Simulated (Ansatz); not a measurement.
## Deforming AlN

```yaml
crystal:
  lattice:
    - [0.00000, 1.97800, 1.97800]
    - [1.97800, 0.00000, 1.97800]
    - [1.97800, 1.97800, 0.00000]
  atoms:
    - { symbol: Al, position: [0.00000, 0.00000, 0.00000] }
    - { symbol: N, position: [0.50000, 0.50000, 0.50000] }
```

Atom numbers follow the list: Al1, N2.

The geometry is COD entry 1523095, unchecked; take it as a test cell.

Level of theory: DFT, LDA, all-electron PAW with datasets made for the crystal, scalar-relativistic (Ansatz 0.2.0).

Settings: a Γ-centred 10×10×10 k mesh, Fermi–Dirac smearing of 0.02 eV, cutoff 380 eV (chosen by the program for this cell), no spin polarisation.

The unchanged cell is at 12.46 GPa.

Semilocal functionals give too small gaps.

x, y and z are the Cartesian axes of the cell as listed; fractional coordinates follow a strain, and an engineering shear is twice the off-diagonal strain component.

Vzz stands for the principal value of largest size of the field-gradient tensor, whatever its axis.

With equal xy, yz and zx engineering shear strains of -3 %: energy change +22 meV/atom; stress change (xx, yy, zz, yz, xz, xy) 0.37, 0.37, 0.37, 9.90, 9.90, 9.90 GPa, compression positive; Vzz in 10²¹ V/m²: Al1 0 → 0.22 (η = 0.00), N2 0 → -1.23 (η = 0.00); gap on the k mesh 5.09 → 4.17 eV.

With equal xy, yz and zx engineering shear strains of -1 %: energy change +3 meV/atom; stress change (xx, yy, zz, yz, xz, xy) 0.04, 0.04, 0.04, 3.40, 3.40, 3.40 GPa, compression positive; Vzz in 10²¹ V/m²: Al1 0 → 0.07 (η = 0.00), N2 0 → -0.42 (η = 0.00); gap on the k mesh 5.09 → 4.78 eV.

(1) With this change (equal xy, yz and zx engineering shear strains of +2 %), what becomes of the energy and stress and field gradients and gap?

(2) With this change (equal xy, yz and zx engineering shear strains of -2 %), what becomes of the energy and stress and field gradients and gap?

With equal xy, yz and zx engineering shear strains of +1 %: energy change +3 meV/atom; stress change (xx, yy, zz, yz, xz, xy) 0.04, 0.04, 0.04, -3.50, -3.50, -3.50 GPa, compression positive; Vzz in 10²¹ V/m²: Al1 0 → -0.07 (η = 0.00), N2 0 → 0.43 (η = 0.00); gap on the k mesh 5.09 → 4.85 eV.

(3) With this change (equal xy, yz and zx engineering shear strains of +3 %), what becomes of the energy and stress and field gradients and gap?

Answers

(1) Energy change +10 meV/atom; stress change (xx, yy, zz, yz, xz, xy) 0.17, 0.17, 0.17, -7.09, -7.09, -7.09 GPa, compression positive; Vzz in 10²¹ V/m²: Al1 0 → -0.14 (η = 0.00), N2 0 → 0.86 (η = 0.00); gap on the k mesh 5.09 → 4.61 eV.

(2) Energy change +10 meV/atom; stress change (xx, yy, zz, yz, xz, xy) 0.17, 0.17, 0.17, 6.70, 6.70, 6.70 GPa, compression positive; Vzz in 10²¹ V/m²: Al1 0 → 0.15 (η = 0.00), N2 0 → -0.83 (η = 0.00); gap on the k mesh 5.09 → 4.47 eV.

(3) Energy change +23 meV/atom; stress change (xx, yy, zz, yz, xz, xy) 0.38, 0.38, 0.38, -10.77, -10.77, -10.77 GPa, compression positive; Vzz in 10²¹ V/m²: Al1 0 → -0.21 (η = 0.00), N2 0 → 1.30 (η = 0.00); gap on the k mesh 5.09 → 4.36 eV.
